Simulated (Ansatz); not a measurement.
**TePt: properties at the relaxed cell**

One table from this session's results is given with a row withheld; the runs are named, their logs left out.

Program: Ansatz 0.2.0. Level of theory: DFT PBEsol, scalar-relativistic, plane waves, PAW. These are calculated values, not measurements.

2 further runs of the same task are left out: 2 set aside as unsound or not needed.

### The structure to begin with

It takes space group P6_3/mmc (No. 194, hexagonal). The conventional cell has a = 4.223 Å, b = 4.223 Å, c = 5.542 Å, α = 90.00°, β = 90.00°, γ = 120.00°. Around Te (site symmetry -6m2) lie 6 Pt at 2.80 Å. Pt (site symmetry -3m) is surrounded by 2 Pt at 2.77 Å and 6 Te at 2.80 Å.

Structure file:

```
Te Pt
1.0
     4.22315    0.00000    0.00000
    -2.11157    3.65735    0.00000
     0.00000    0.00000    5.54165
Te Pt
2 2
Direct
  0.33333 0.66667 0.25000
  0.66667 0.33333 0.75000
  0.00000 0.00000 0.00000
  0.00000 0.00000 0.50000
```

This cell was relaxed beforehand with the same method: volume 21.40 Å³/atom, gap on the mesh none (metal).

Set-up of the first run:

Contents of input.yaml:

```yaml
crystal:
  lattice:
    - [4.2231471745, 0.0, 0.0]
    - [-2.1115735872, 3.657352737, 0.0]
    - [0.0, 0.0, 5.5416492602]
  atoms:
    - { symbol: Te, position: [0.3333333333, 0.6666666667, 0.25] }
    - { symbol: Te, position: [0.6666666667, 0.3333333333, 0.75] }
    - { symbol: Pt, position: [0.0, 0.0, 0.0] }
    - { symbol: Pt, position: [0.0, 0.0, 0.5] }
basis:
  ecutwfc: 420
kpoints:
  mp_grid: { grid: [12, 12, 8] }
  band_path:
    path:
      - [[0.0, 0.0, 0.0], [0.5, 0.0, 0.0], [0.33333333, 0.33333333, 0.0], [0.0, 0.0, 0.0], [0.0, 0.0, 0.5], [0.5, 0.0, 0.5], [0.33333333, 0.33333333, 0.5], [0.0, 0.0, 0.5]]
      - [[0.5, 0.0, 0.5], [0.5, 0.0, 0.0]]
      - [[0.33333333, 0.33333333, 0.5], [0.33333333, 0.33333333, 0.0]]
    npoints: 14
hamiltonian:
  xc: pbesol
scf:
  occupations: { method: gaussian, width: 0.1 }
  n_extra_bands: 10
output:
  forces: true
  stress: true
  eigenvalues: true
  populations: true
  dos: { projected: true, de: 0.02, nscf_kmesh: { grid: [18, 18, 12] } }
  bader: true
```

Run with:

```bash
> ansatz run input.yaml --threads 1 --pin off --max-ram 2560MiB --backend cpu --events-out ev --progress --plain --runs-dir out
```

Among the steps run: Electronic structure at the relaxed geometry; Point at V/V0 = 0.97; Point at V/V0 = 1.03; The cell scaled to 0.94 of its volume; Volume × 1.06.

One of the session's tables, all rows but one given; the rest of the session is left out.

It belongs to the step «Fit of the equation of state». 

```
volume (Å³/atom)  energy above the lowest point (meV/atom)  pressure (GPa)
          20.115                                      37.2            9.88
          20.756                                       8.7            4.50
          21.398                                       0.0            0.00
          22.040                                         ?               ?
          22.682                                      29.3           -6.89
```

Q: Estimate the row for volume (Å³/atom) = 22.040 from the others.

Worked estimate for «energy above the lowest point (meV/atom)». A straight line through the neighbours (21.398, 0.0) and (22.682, 29.3) gives 0.0 + (29.3 − 0.0) × (22.040 − 21.398) / (22.682 − 21.398) = 14.6; a parabola fitted to 3 rows on both sides gives 6.9.

As computed: energy above the lowest point (meV/atom): 7.8; pressure (GPa): -3.74. In «energy above the lowest point (meV/atom)» the line misses by +6.8 and the parabola by -0.9.
